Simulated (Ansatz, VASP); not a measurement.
# Co: VASP beside Ansatz

Contents of INCAR:

```
SYSTEM = Co
ALGO     = Normal         ! electronic algorithm
EDIFF    = 1E-6           ! SCF threshold, eV
ENCUT    = 520            ! plane-wave cutoff, eV
GGA      = PE             ! functional
ISIF     = 2              ! what is computed and relaxed
ISMEAR   = -1             ! smearing method
LASPH    = .True.         ! aspherical terms in the spheres
LCHARG   = .False.        ! write CHGCAR
LREAL    = .False.        ! projectors in reciprocal space
LWAVE    = .False.        ! write WAVECAR
NBANDS   = 16             ! bands
NELM     = 60             ! most SCF steps
PREC     = Accurate       ! precision mode
SIGMA    = 0.1            ! smearing width, eV
```

Contents of KPOINTS:

```
k-points
0
Gamma
  24 24 13
  0 0 0
```

Contents of POSCAR:

```
Co
1.0
    2.3910064264      0.0000000000      0.0000000000
   -1.1955032132      2.0706723059      0.0000000000
    0.0000000000      0.0000000000      3.8521233274
Co
2
Direct
    0.3333333333      0.6666666667      0.2500000000
    0.6666666667      0.3333333333      0.7500000000
```

Input for Ansatz:

```yaml
crystal:
  lattice:
    - [2.3910064264, 0.0, 0.0]
    - [-1.1955032132, 2.0706723059, 0.0]
    - [0.0, 0.0, 3.8521233274]
  atoms:
    - { symbol: Co, position: [0.3333333333, 0.6666666667, 0.25] }
    - { symbol: Co, position: [0.6666666667, 0.3333333333, 0.75] }
hamiltonian:
  xc: pbe
  pseudopotentials:
    kind: paw
    azcp:
      Co: "pseudopotentials/Co.paw.azcp"
basis:
  ecutwfc: 420
  fft_grid_basis: typed
kpoints:
  mp_grid: { grid: [24, 24, 13], shift: [0, 0, 0] }
magnetization:
  spin_polarized: false
scf:
  occupations: { method: fermi_dirac, width: 0.1 }
output:
  stress: true
```

Alike in both runs: task single point; functional PBE; k mesh 24 × 24 × 13; occupations fermi-dirac, width 0.1 eV; no spin polarisation.

```csv
,VASP,Ansatz
version,VASP 6.6.1,Ansatz 0.2.0
potentials or method,"VASP PAW PBE potentials, release 64 (Co)","plane waves (420 eV) with PAW, scalar-relativistic"
plane-wave cutoff (eV),520,420
valence electrons in the cell,18,34
```

VASP gave:

- pressure (GPa): 24.4
- largest component of the traceless stress (GPa): 0.32

Q: Estimate Ansatz's values.

A: Pressure (GPa): 25.3; largest component of the traceless stress (GPa): 0.40.

The functional is the same, so the differences come from potentials, cutoffs and numerics. The two sets of potentials don't hold the same shells in valence.

Caveats: so large a pressure means that the cell lies far from this level's equilibrium, or that cutoff or potentials fall short (VASP); the run has no spin polarisation, though such a crystal can be magnetic. Spin polarisation is off, so any magnetic state and its effect on volume and gap are missing.
